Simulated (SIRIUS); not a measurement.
Pd:

```
Pd
1.0
    -1.57228    1.57228    1.57228
     1.57228   -1.57228    1.57228
     1.57228    1.57228   -1.57228
Pd
1
Direct
  0.00000 0.00000 0.00000
```

This isn't the form of Pd at room conditions, which is fcc.

- Program: SIRIUS 7.10.0
- Task: single point
- Functional: PBEsol
- Potentials or basis: PseudoDojo 0.4.1 PBEsol standard (scalar relativistic)
- Cutoff: 1127 eV
- Density cutoff: 4507 eV
- k mesh: 12 × 12 × 12
- Occupations: fermi-dirac, width 0.05 eV
- Spin: no spin polarisation

On this cell: pressure -10.1 GPa; band gap on the k mesh none (metal or under the smearing width).

The same run follows on a disturbed copy (cell strained at random at fixed volume):

```
CELL_PARAMETERS angstrom
-1.59918 1.54912 1.62845
1.60297 -1.50854 1.59166
1.57790 1.48727 -1.58787
ATOMIC_POSITIONS crystal
Pd 0.01291 0.99896 0.98783
```

Task: What changes?

Result: The energy (extrapolated to zero smearing) moves by +0.2 meV/atom; pressure -10.0 GPa; band gap on the k mesh none (metal or under the smearing width).

Stress tensor (GPa, compression positive):
```
 -9.69   1.23  -0.41
  1.23 -11.09  -2.39
 -0.41  -2.39  -9.29
```

Caveats: this set's palladium file may shift the pressure by some GPa.
